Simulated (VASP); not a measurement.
# EuO (Fm-3m) in VASP: further runs

EuO is run at these levels: PBE+U; tasks: single point.

Program: VASP 6.6.1. These are calculated values, not measurements. Logs are shortened: lines on timing, memory, paths and dates and some standing lists are left out, and cuts for length are marked.

**The experiment to reproduce.**

A printed reference work, monograph reports, for a bulk crystal of EuO at 300 K: band gap 1.115 eV (optical).

The results are compared with them further down.

### Step 1. The cell of the first run

It takes space group Fm-3m (No. 225, cubic). The conventional cell has a = 5.144 Å, b = 5.144 Å, c = 5.144 Å, α = 90.00°, β = 90.00°, γ = 90.00°. Within 3.4 Å of Eu (site symmetry m-3m) lie 6 O at 2.57 Å. O (site symmetry m-3m) has 6 Eu at 2.57 Å within 3.4 Å.

### Step 2. Single point, PBE+U, collinear spin, ferromagnetic start

File INCAR:

```
SYSTEM = EuO
PREC = Accurate
ENCUT = 600
EDIFF = 1E-6
ISMEAR = -1
SIGMA = 0.1
LREAL = .FALSE.
LASPH = .TRUE.
NELM = 200
ALGO = Normal
ISIF = 2
LWAVE = .FALSE.
LCHARG = .TRUE.
ISPIN = 2
MAGMOM = 4.9 0
LORBIT = 11
LMAXMIX = 6
LDAU = .TRUE.
LDAUTYPE = 2
LDAUL = 3 -1
LDAUU = 3 0
LDAUJ = 0 0
LDAUPRINT = 1
GGA = PE
LELF = .TRUE.
LVHAR = .TRUE.
NBANDS = 22
GGA_COMPAT = .FALSE.
```

File KPOINTS:

```
regular mesh
0
G
  3 3 3
  0 0 0
```

File POSCAR:

```
EuO
1.0
    0.0000000000      2.5719500000      2.5719500000
    2.5719500000      0.0000000000      2.5719500000
    2.5719500000      2.5719500000      0.0000000000
Eu O
1 1
Direct
    0.0000000000      0.0000000000      0.0000000000
    0.5000000000      0.5000000000      0.5000000000
```

Potentials or basis: VASP PAW PBE potentials, release 64 (Eu, O).

Launch:

```bash
> cat potpaw_PBE.64/Eu/POTCAR potpaw_PBE.64/O/POTCAR > POTCAR
> mpirun -np 1 vasp_std > vasp.out
```

OUTCAR:

```text
SYSTEM = EuO
   PREC = Accurate
   ENCUT = 600
   EDIFF = 1E-6
   ISMEAR = -1
   LREAL = .FALSE.
   LASPH = .TRUE.
   NELM = 200
   ISIF = 2
   ISPIN = 2
   LORBIT = 11
   GGA = PE

 ion  position               nearest neighbor table
   1  0.000  0.000  0.000-   2 2.57   2 2.57   2 2.57   2 2.57   2 2.57   2 2.57
   2  0.500  0.500  0.500-   1 2.57   1 2.57   1 2.57   1 2.57   1 2.57   1 2.57

  LATTYP: Found a face centered cubic cell.
 ALAT       =     5.1439000000

  Lattice vectors:

 A1 = (   0.0000000000,   2.5719500000,   2.5719500000)
 A2 = (   2.5719500000,   0.0000000000,   2.5719500000)
 A3 = (   2.5719500000,   2.5719500000,   0.0000000000)

Analysis of symmetry for initial positions (statically):
=====================================================================
 Subroutine PRICEL returns:
 Original cell was already a primitive cell.

 Routine SETGRP: Setting up the symmetry group for a
 face centered cubic supercell.

 Subroutine GETGRP returns: Found 48 space group operations
 (whereof 48 operations were pure point group operations)
 out of a pool of 48 trial point group operations.

The static configuration has the point symmetry O_h .

Analysis of symmetry for dynamics (positions and initial velocities):
=====================================================================
 Subroutine PRICEL returns:
 Original cell was already a primitive cell.

 Routine SETGRP: Setting up the symmetry group for a
 face centered cubic supercell.

 Subroutine GETGRP returns: Found 48 space group operations
 (whereof 48 operations were pure point group operations)
 out of a pool of 48 trial point group operations.

The dynamic configuration has the point symmetry O_h .

Analysis of structural, dynamic, and magnetic symmetry:
=====================================================================
 Subroutine PRICEL returns:
 Original cell was already a primitive cell.

 Routine SETGRP: Setting up the symmetry group for a
 face centered cubic supercell.

 Subroutine GETGRP returns: Found 48 space group operations
 (whereof 48 operations were pure point group operations)
 out of a pool of 48 trial point group operations.

The overall configuration has the point symmetry O_h .

 Subroutine INISYM returns: Found 48 space group operations
 (whereof 48 operations are pure point group operations),
 and found     1 'primitive' translations

----------------------------------------------------------------------------------------

                                     Primitive cell

  volume of cell :      34.0265

  direct lattice vectors                    reciprocal lattice vectors
     0.000000000  2.571950000  2.571950000    -0.194405023  0.194405023  0.194405023
     2.571950000  0.000000000  2.571950000     0.194405023 -0.194405023  0.194405023
     2.571950000  2.571950000  0.000000000     0.194405023  0.194405023 -0.194405023

  length of vectors
[... 104 lines left out ...]

 onsite density matrix

spin component  1

  0.9599  0.0000 -0.0098  0.0000  0.0000  0.0000  0.0000
  0.0000  0.9086 -0.0000  0.0000  0.0000 -0.0000  0.0000
 -0.0098 -0.0000  0.9650  0.0000  0.0000  0.0000 -0.0000
  0.0000  0.0000  0.0000  0.9523 -0.0000  0.0000 -0.0000
  0.0000  0.0000  0.0000 -0.0000  0.9650 -0.0000  0.0098
  0.0000 -0.0000  0.0000  0.0000 -0.0000  0.9726 -0.0000
  0.0000  0.0000 -0.0000 -0.0000  0.0098 -0.0000  0.9599

spin component  2

  0.0040 -0.0000  0.0019  0.0000 -0.0000 -0.0000 -0.0000
 -0.0000  0.0002  0.0000 -0.0000 -0.0000 -0.0000 -0.0000
  0.0019  0.0000  0.0030 -0.0000 -0.0000 -0.0000  0.0000
  0.0000 -0.0000 -0.0000  0.0055  0.0000 -0.0000 -0.0000
 -0.0000 -0.0000 -0.0000  0.0000  0.0030  0.0000 -0.0019
 -0.0000 -0.0000 -0.0000 -0.0000  0.0000  0.0016  0.0000
 -0.0000 -0.0000  0.0000 -0.0000 -0.0019  0.0000  0.0040

 occupancies and eigenvectors

  o =  0.0002  v =  0.0000  0.0000  0.0000  0.0000  0.0000  0.0000  0.0000  0.0000  1.0000 -0.0000  0.0000  0.0000  0.0000  0.0000      0.0000  0.0000  0.0000  0.0000  0.0000  0.0000  0.0000  0.0000  0.0000  0.0000  0.0000  0.0000  0.0000  0.0000
  o =  0.0016  v =  0.0000  0.0000  0.0000  0.0000  0.0000  0.0000  0.0000 -0.0047  0.0000  0.0061  0.0000 -0.0015  1.0000 -0.0012      0.0000  0.0000  0.0000  0.0000  0.0000  0.0000  0.0000  0.0000  0.0000  0.0000  0.0000  0.0000  0.0000  0.0000
  o =  0.0016  v =  0.0000  0.0000  0.0000  0.0000  0.0000  0.0000  0.0000  0.6123  0.0000 -0.7905 -0.0000  0.0051  0.0077  0.0039      0.0000  0.0000  0.0000  0.0000  0.0000  0.0000  0.0000  0.0000  0.0000  0.0000  0.0000  0.0000  0.0000  0.0000
  o =  0.0016  v =  0.0000  0.0000  0.0000  0.0000  0.0000  0.0000  0.0000 -0.0039 -0.0000  0.0051  0.0000  0.7906  0.0019  0.6124      0.0000  0.0000  0.0000  0.0000  0.0000  0.0000  0.0000  0.0000  0.0000  0.0000  0.0000  0.0000  0.0000  0.0000
  o =  0.0055  v =  0.0000  0.0000  0.0000  0.0000  0.0000  0.0000  0.0000  0.7903 -0.0000  0.6122 -0.0267  0.0016 -0.0000 -0.0020      0.0000  0.0000  0.0000  0.0000  0.0000  0.0000  0.0000  0.0000  0.0000  0.0000  0.0000  0.0000  0.0000  0.0000
  o =  0.0055  v =  0.0000  0.0000  0.0000  0.0000  0.0000  0.0000  0.0000 -0.0211  0.0000 -0.0164 -0.9995  0.0087  0.0000 -0.0112      0.0000  0.0000  0.0000  0.0000  0.0000  0.0000  0.0000  0.0000  0.0000  0.0000  0.0000  0.0000  0.0000  0.0000
  o =  0.0055  v =  0.0000  0.0000  0.0000  0.0000  0.0000  0.0000  0.0000 -0.0017  0.0000 -0.0013  0.0142  0.6123 -0.0000 -0.7905      0.0000  0.0000  0.0000  0.0000  0.0000  0.0000  0.0000  0.0000  0.0000  0.0000  0.0000  0.0000  0.0000  0.0000
  o =  0.9086  v =  0.0000  1.0000  0.0000 -0.0000  0.0000 -0.0000  0.0000  0.0000  0.0000  0.0000  0.0000  0.0000  0.0000  0.0000      0.0000  0.0000  0.0000  0.0000  0.0000  0.0000  0.0000  0.0000  0.0000  0.0000  0.0000  0.0000  0.0000  0.0000
  o =  0.9523  v = -0.7904  0.0000 -0.6123  0.0187  0.0032 -0.0000 -0.0042  0.0000  0.0000  0.0000  0.0000  0.0000  0.0000  0.0000      0.0000  0.0000  0.0000  0.0000  0.0000  0.0000  0.0000  0.0000  0.0000  0.0000  0.0000  0.0000  0.0000  0.0000
  o =  0.9523  v = -0.0028 -0.0000 -0.0021  0.0945 -0.6096  0.0000  0.7870  0.0000  0.0000  0.0000  0.0000  0.0000  0.0000  0.0000      0.0000  0.0000  0.0000  0.0000  0.0000  0.0000  0.0000  0.0000  0.0000  0.0000  0.0000  0.0000  0.0000  0.0000
  o =  0.9523  v = -0.0151 -0.0000 -0.0117 -0.9953 -0.0578  0.0000  0.0747  0.0000  0.0000  0.0000  0.0000  0.0000  0.0000  0.0000      0.0000  0.0000  0.0000  0.0000  0.0000  0.0000  0.0000  0.0000  0.0000  0.0000  0.0000  0.0000  0.0000  0.0000
  o =  0.9726  v = -0.0037 -0.0000  0.0047 -0.0000 -0.4965 -0.7782 -0.3846  0.0000  0.0000  0.0000  0.0000  0.0000  0.0000  0.0000      0.0000  0.0000  0.0000  0.0000  0.0000  0.0000  0.0000  0.0000  0.0000  0.0000  0.0000  0.0000  0.0000  0.0000
  o =  0.9726  v =  0.6123  0.0000 -0.7904 -0.0000  0.0078 -0.0156  0.0060  0.0000  0.0000  0.0000  0.0000  0.0000  0.0000  0.0000      0.0000  0.0000  0.0000  0.0000  0.0000  0.0000  0.0000  0.0000  0.0000  0.0000  0.0000  0.0000  0.0000  0.0000
  o =  0.9726  v = -0.0107 -0.0000  0.0138 -0.0000  0.6152 -0.6279  0.4765  0.0000  0.0000  0.0000  0.0000  0.0000  0.0000  0.0000      0.0000  0.0000  0.0000  0.0000  0.0000  0.0000  0.0000  0.0000  0.0000  0.0000  0.0000  0.0000  0.0000  0.0000

 number of electron      22.9999999 magnetization       6.9998507

 Free energy of the ion-electron system (eV)
  ---------------------------------------------------
  ext. energy  EPLUGINS =         0.00000000
  ---------------------------------------------------
  free energy    TOTEN  =       -21.47224607 eV

  energy without entropy =      -21.42177641  energy(sigma->0) =      -21.44701124

 E-fermi :   4.2431     XC(G=0): -10.8177

 val. band max:        4.1448429971   @ k =   0.0000   0.0000   0.0000
 cond. band min:       4.2962686128   @ k =   0.3333   0.3333   0.0000
 fundamental gap:      0.1514256157
 Fermi energy:         4.2431166535

 spin component 1

 k-point     1 :       0.0000    0.0000    0.0000
  band No.  band energies     occupation
      1     -36.4986      1.00000
      2     -14.9706      1.00000
      3     -14.9706      1.00000
      4     -14.9706      1.00000
      5     -13.9667      1.00000
      6       0.7862      1.00000
[... 89 lines left out ...]
     21      13.4295      0.00000
     22      15.9555      0.00000
 Fermi energy:         4.2431166535

 spin component 2

 k-point     1 :       0.0000    0.0000    0.0000
  band No.  band energies     occupation
      1     -33.4211      1.00000
      2     -14.0474      1.00000
      3     -12.6587      1.00000
      4     -12.6587      1.00000
      5     -12.6587      1.00000
      6       1.0145      1.00000
[... 89 lines left out ...]
     21      14.8675      0.00000
     22      17.3380      0.00000

------------------------ aborting loop because EDIFF is reached ----------------------------------------

  FORCE on cell =-STRESS in cart. coord.  units (eV):
  Direction    XX          YY          ZZ          XY          YZ          ZX
  --------------------------------------------------------------------------------------
  -------------------------------------------------------------------------------------
  Total       -0.3412798     -0.3412798     -0.3412798      0.0000000      0.0000000     -0.0000000
  in kB      -16.0695445    -16.0695445    -16.0695445      0.0000000      0.0000000     -0.0000000
  external PRESSURE =     -16.0695445 kB  Pullay stress =       0.0000000 kB

 VOLUME and BASIS-vectors are now :
 -----------------------------------------------------------------------------
  energy-cutoff  :      600.00
  volume of cell :       34.03
      direct lattice vectors                 reciprocal lattice vectors
     0.000000000  2.571950000  2.571950000    -0.194405023  0.194405023  0.194405023
     2.571950000  0.000000000  2.571950000     0.194405023 -0.194405023  0.194405023
     2.571950000  2.571950000  0.000000000     0.194405023  0.194405023 -0.194405023

 POSITION                                       TOTAL-FORCE (eV/Angst)
 -----------------------------------------------------------------------------------
      0.00000      0.00000      0.00000        -0.000000     -0.000000     -0.000000
      2.57195      2.57195      2.57195         0.000000      0.000000      0.000000
 -----------------------------------------------------------------------------------
    total drift:                                0.000000      0.000000      0.000000

  FREE ENERGIE OF THE ION-ELECTRON SYSTEM (eV)
  ---------------------------------------------------
  free  energy   TOTEN  =       -21.4722460655 eV

  energy  without entropy=      -21.4217764063  energy(sigma->0) =      -21.44701124

 total charge

# of ion       s       p       d       f       tot
--------------------------------------------------
    1        2.031   5.781   0.353   6.696  14.862
    2        1.550   3.404   0.000   0.000   4.954
--------------------------------------------------
tot          3.582   9.185   0.353   6.696  19.816

 magnetization (x)

# of ion       s       p       d       f       tot
--------------------------------------------------
    1       -0.013  -0.110   0.119   6.655   6.651
    2       -0.004  -0.090   0.000   0.000  -0.094
--------------------------------------------------
tot         -0.017  -0.200   0.119   6.655   6.557
```

Wall time 18 s (1 thread of Intel Xeon Platinum 8488C (Sapphire Rapids), shared host); peak memory 0.2 GiB.

What came out:

```yaml
Free_energy: -21.4722 eV
Pressure: -1.6 GPa
Band_gap_on_the_k_mesh: 0.15 eV, indirect (least direct gap 0.23 eV)
Net_moment: 7.00 μB per cell
Site_moments: Eu +6.65; O -0.09 μB
Valence_electrons_inside_the_program's_atomic_spheres: Eu 14.86; O 4.95
```

Levels at points of the mesh, in eV from the valence-band top:
Spin up:
| k point | band 12 | band 13 | band 14 | band 15 | band 16 | band 17 | band 18 | band 19 |
| --- | --- | --- | --- | --- | --- | --- | --- | --- |
| (0.00, 0.00, 0.00) | -0.47 | 0.00 | 0.00 | 0.00 | 0.23 | 2.28 | 2.28 | 2.28 |
Spin down:
```
           k point  band 6  band 7  band 8  band 9  band 10  band 11
(0.00, 0.00, 0.00)   -3.13   -3.13   -3.13    1.23     3.34     3.34
```

Eigenvalues of the final occupation matrices:
| site | spin | trace | eigenvalues |
| --- | --- | --- | --- |
| site 1 f | 1 | 6.68 | 0.91 0.95 0.95 0.95 0.97 0.97 0.97 |
| site 1 f | 2 | 0.02 | 0.00 0.00 0.00 0.00 0.01 0.01 0.01 |

Caveat: the k points lie up to 0.71 Å⁻¹ apart; spin-orbit coupling is left out, which moves the levels of the heavy elements; a cell with one magnetic atom can't hold antiferromagnetic order, which such compounds often take. The state reached can hang on the start; a lower one may exist.

### Step 3. Single point, PBE+U, collinear spin, ferromagnetic start

File INCAR:

```
SYSTEM = EuO
ALGO = Normal
EDIFF = 1E-6
ENCUT = 600
GGA = PE
GGA_COMPAT = .False.
ISIF = 2
ISMEAR = -1
ISPIN = 2
LASPH = .True.
LCHARG = .False.
LDAU = .True.
LDAUJ = 0 0
LDAUL = 3 -1
LDAUPRINT = 1
LDAUTYPE = 2
LDAUU = 3 0
LMAXMIX = 6
LORBIT = 11
LREAL = .False.
LWAVE = .False.
MAGMOM = 4.9 0
NBANDS = 22
NELM = 200
PREC = Accurate
SIGMA = 0.1
```

File KPOINTS:

```
k-points
0
Gamma
  4 4 4
  0 0 0
```

POSCAR is that of step 2.

Potentials or basis: VASP PAW PBE potentials, release 64 (Eu, O).

Launch:

```bash
> cat potpaw_PBE.64/Eu/POTCAR potpaw_PBE.64/O/POTCAR > POTCAR
> mpirun -np 1 vasp_std > vasp.out
```

It took 22 s on 1 thread of Intel Xeon Platinum 8488C (Sapphire Rapids), shared host; peak memory 0.2 GiB.

It converged, with:

- Free energy: -21.5159 eV
- Pressure: -1.5 GPa
- Band gap on the k mesh: zero (filled and empty bands overlap)
- Net moment: 6.98 μB per cell
- Site moments: Eu +6.65; O -0.09 μB
- Valence electrons inside the program's atomic spheres: Eu 14.88; O 4.95

Levels at points of the mesh, in eV from the Fermi level:
Spin up:
| k point | band 12 | band 13 | band 14 | band 15 | band 16 | band 17 | band 18 | band 19 |
| --- | --- | --- | --- | --- | --- | --- | --- | --- |
| (0.00, 0.00, 0.00) | -0.53 | -0.11 | -0.11 | -0.11 | 0.05 | 2.09 | 2.09 | 2.09 |
| (0.50, 0.00, 0.00) | -0.52 | -0.52 | -0.52 | -0.49 | 2.68 | 4.82 | 4.82 | 5.16 |
| (0.50, 0.50, 0.00) | -0.64 | -0.62 | -0.50 | -0.25 | -0.25 | 3.85 | 6.20 | 7.01 |
Spin down:
```
           k point  band 6  band 7  band 8  band 9  band 10  band 11
(0.00, 0.00, 0.00)   -3.38   -3.38   -3.38    0.98     3.12     3.12
(0.50, 0.00, 0.00)   -5.43   -4.49   -4.49    3.40     5.19     5.90
(0.50, 0.50, 0.00)   -3.45   -3.34   -3.34    0.11     4.76     6.21
```

Eigenvalues of the final occupation matrices:
| site | spin | trace | eigenvalues |
| --- | --- | --- | --- |
| site 1 f | 1 | 6.71 | 0.94 0.95 0.95 0.95 0.97 0.97 0.97 |
| site 1 f | 2 | 0.02 | 0.00 0.00 0.00 0.00 0.01 0.01 0.01 |

Caveat: the k points lie up to 0.53 Å⁻¹ apart; spin-orbit coupling is left out, which moves the levels of the heavy elements; a cell with one magnetic atom can't hold antiferromagnetic order, which such compounds often take.

### Step 4. Single point, PBE+U, collinear spin, ferromagnetic start

File INCAR:

```
  PREC = Accurate
  ENCUT = 600
  EDIFF = 1E-6
  ISMEAR = -1
  SIGMA = 0.1
  LREAL = F
  LASPH = T
  NELM = 200
  ALGO = Normal
  ISIF = 2
  LWAVE = F
  LCHARG = T
  ISPIN = 2
  MAGMOM = 4.9 0
  LORBIT = 11
  LMAXMIX = 6
  LDAU = T
  LDAUTYPE = 2
  LDAUL = 3 -1
  LDAUU = 3 0
  LDAUJ = 0 0
  LDAUPRINT = 1
  GGA = PE
  LELF = T
  LVHAR = T
  NBANDS = 22
  GGA_COMPAT = F
```

File KPOINTS:

```
regular mesh
0
Gamma
  5 5 5
```

POSCAR is that of step 3.

Launch:

```bash
> cat potpaw_PBE.64/Eu/POTCAR potpaw_PBE.64/O/POTCAR > POTCAR
> mpirun -np 1 vasp_std > vasp.out
```

It took 26 s on 1 thread of Intel Xeon Platinum 8488C (Sapphire Rapids), shared host; peak memory 0.2 GiB.

The run converged. Its results:

```
Free energy                                           : -21.5158 eV
Pressure                                              : -1.5 GPa
Band gap on the k mesh                                : zero (filled and empty bands overlap)
Net moment                                            : 6.99 μB per cell
Site moments                                          : Eu +6.66; O -0.10 μB
Valence electrons inside the program's atomic spheres : Eu 14.88; O 4.95
```

Levels at points of the mesh, in eV from the Fermi level:
Spin up:
```csv
k point,band 12,band 13,band 14,band 15,band 16,band 17,band 18,band 19
"(0.00, 0.00, 0.00)",-0.53,-0.12,-0.12,-0.12,0.01,2.07,2.07,2.07
```
Spin down:
```csv
k point,band 5,band 6,band 7,band 8,band 9,band 10,band 11,band 12
"(0.00, 0.00, 0.00)",-16.97,-3.41,-3.41,-3.41,0.98,3.11,3.11,3.11
```

Eigenvalues of the final occupation matrices:
| site | spin | trace | eigenvalues |
| --- | --- | --- | --- |
| site 1 f | 1 | 6.71 | 0.95 0.95 0.95 0.95 0.97 0.97 0.97 |
| site 1 f | 2 | 0.02 | 0.00 0.00 0.00 0.00 0.01 0.01 0.01 |

Caveat: the k points lie up to 0.42 Å⁻¹ apart; spin-orbit coupling is left out, which moves the levels of the heavy elements; a cell with one magnetic atom can't hold antiferromagnetic order, which such compounds often take. The state reached can hang on the start; a lower one may exist.

(Part 1 of 2 ends here.)
